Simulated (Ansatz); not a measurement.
Method: DFT PBE, scalar-relativistic, plane waves, PAW in Ansatz 0.2.0. Settings: cutoff 420 eV, Γ-centred meshes spaced at most about 0.3 Å⁻¹, and about 0.25 Å⁻¹ or finer for metals (2π included), Gaussian smearing. No spin polarisation.

These are static total energies at zero pressure.

Two forms of MoH6 were relaxed alike.

1.

```xyz
7
Lattice="0.0000 2.8373 6.4298 1.6341 0.0000 6.4298 1.6341 2.8373 0.0000" Properties=species:S:1:pos:R:3 pbc="T T T"
H     2.4511    3.3086    9.6447
H     2.4511    5.2033    9.6447
H     2.1442    1.7246    7.8647
H     1.1239    1.7246    4.9949
H     1.1239    3.9500    7.8647
H     2.1442    3.9500    4.9949
Mo    0.8170    1.4186    3.2149
```

2.

```xyz
7
Lattice="1.6683 -2.7881 0.0000 1.6683 2.7881 0.0000 0.0000 0.0000 6.7741" Properties=species:S:1:pos:R:3 pbc="T T T"
H     1.2447    0.0000    4.9789
H     1.2447    0.0000    1.7951
H     1.6683   -1.8820    0.0000
H     1.6683    1.8820    0.0000
H     2.0918    0.0000    4.9789
H     2.0918    0.0000    1.7951
Mo    1.6683    0.0000    0.0000
```

Problem. Which would you expect to be lower, and how large is the difference?

Solution. Cell 1 is lower, by 13 meV/atom. Cell 1 has space group F222 (No. 22), 8.5 Å³/atom and no gap on its mesh; cell 2 has space group Cmmm (No. 65), 9.0 Å³/atom and no gap. Cell 1 and cell 2 both hold H–H pairs. Even the lower one lies +0.21 eV/atom against the reference forms of the elements (uncorrected), so neither is stable at this level. In cell 1, H on a site of symmetry 2 is surrounded by 3 H at 1.89 Å and 3 Mo at 1.89 Å; H on a site of symmetry 1 has 1 H at 0.87 Å and 1 Mo at 1.83 Å; Mo is surrounded by 10 H at 1.83–1.89 Å. In cell 2, around H on a site of symmetry m lie 1 H at 0.85 Å and 1 Mo at 1.84 Å; H on a site of symmetry m2m has 1 H at 1.81 Å, 3 Mo at 1.88–1.90 Å and 2 H at 1.93 Å; around Mo lie 10 H at 1.84–1.90 Å. Both come from invented guesses. The lowest form computed isn't among them: it has space group P-3m1 (No. 164), 11.4 Å³/atom and lies 127 meV/atom below the best shown.

For metals, differences of a few meV/atom aren't resolved. No dispersion correction is applied, so the spacing and binding between layers, chains or molecules are poorly described (F222, Cmmm), and this can change margins and order among such cells. With hydrogen, zero-point motion can shift such differences by 10 meV/atom or more. Cells relaxed within their symmetry can be saddle points. Some structure types and database cells were kept out of the candidates from the start, so a known form may be missing.
